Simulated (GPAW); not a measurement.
Set up this calculation in GPAW 26.7.0, as an ASE script.

```
Task                : band structure
Functional          : PBE
Potentials or basis : JTH PAW 2.0, PBE
Cutoff              : 600 eV
Basis               : pw
k mesh              : 8 × 8 × 8
Occupations         : fermi-dirac, width 0.05 eV
Spin                : no spin polarisation
Maxiter             : 150
Band path           : GXWKGLUWLK,UX
Band points         : 60
Data set            : Ga jth, Sb jth
```

The structure of GaSb lies in GaSb.xyz:

```xyz
2
Lattice="0.0000000000 3.0590000000 3.0590000000 3.0590000000 0.0000000000 3.0590000000 3.0590000000 3.0590000000 0.0000000000" Properties=species:S:1:pos:R:3 pbc="T T T"
Sb     4.5885000000      4.5885000000      4.5885000000
Ga     0.0000000000      0.0000000000      0.0000000000
```

The input as run:

run.py

```python
from ase.dft.bandgap import bandgap
from ase.io import read, write
from ase.units import GPa
from gpaw import GPAW, PW, setup_paths

setup_paths.insert(0, '.')

atoms = read('GaSb.xyz')

calc = GPAW(mode=PW(600),
            xc='PBE',
            kpts={'size': (8, 8, 8), 'gamma': True},
            occupations={'name': 'fermi-dirac', 'width': 0.05},
            setups={'Ga': 'jth', 'Sb': 'jth'},
            nbands=-9,
            convergence={'density': 1e-05, 'energy': 1e-05},
            maxiter=150,
            txt='gpaw.txt')
atoms.calc = calc
energy = atoms.get_potential_energy()
forces = atoms.get_forces()
stress = atoms.get_stress()
calc.write('gs.gpw')
write('result.traj', atoms)
print(f'Energy: {energy:.6f} eV')
print('Forces (eV/A):')
print(forces.round(4))
print('Stress (GPa):', (stress / GPa).round(3))
print('Fermi level:', round(calc.get_fermi_level(), 4), 'eV')
print(f'Gap: {bandgap(calc)[0]:.4f} eV, direct: {bandgap(calc, direct=True)[0]:.4f} eV')

path = atoms.cell.bandpath('GXWKGLUWLK,UX', npoints=60, eps=1e-4)
bs_calc = calc.fixed_density(kpts=path, symmetry='off', nbands=-20,
                             convergence={'bands': 'CBM+6.0', 'eigenstates': 1e-6}, txt='bands.txt')
bs = bs_calc.band_structure()
bs.write('bs.json')
print(f'Gap on the path: {bandgap(bs_calc)[0]:.4f} eV')
```

Potentials or basis: JTH PAW 2.0, PBE, pw.

The run is started by

```console
$ OMP_NUM_THREADS=1 python run.py
```

It gave:

```json
{
 "Pressure": "2.3 GPa",
 "Band gap along the path": "none (metal or under the smearing width)"
}
```

Caveat: the program truncates these outside data sets; spin-orbit coupling is left out, which moves the levels of the heavy elements.

It took 47 s on 1 thread of Intel(R) Xeon(R) Platinum 8375C CPU @ 2.90GHz (Ice Lake), with other jobs on the host, peak memory 0.29 GiB.
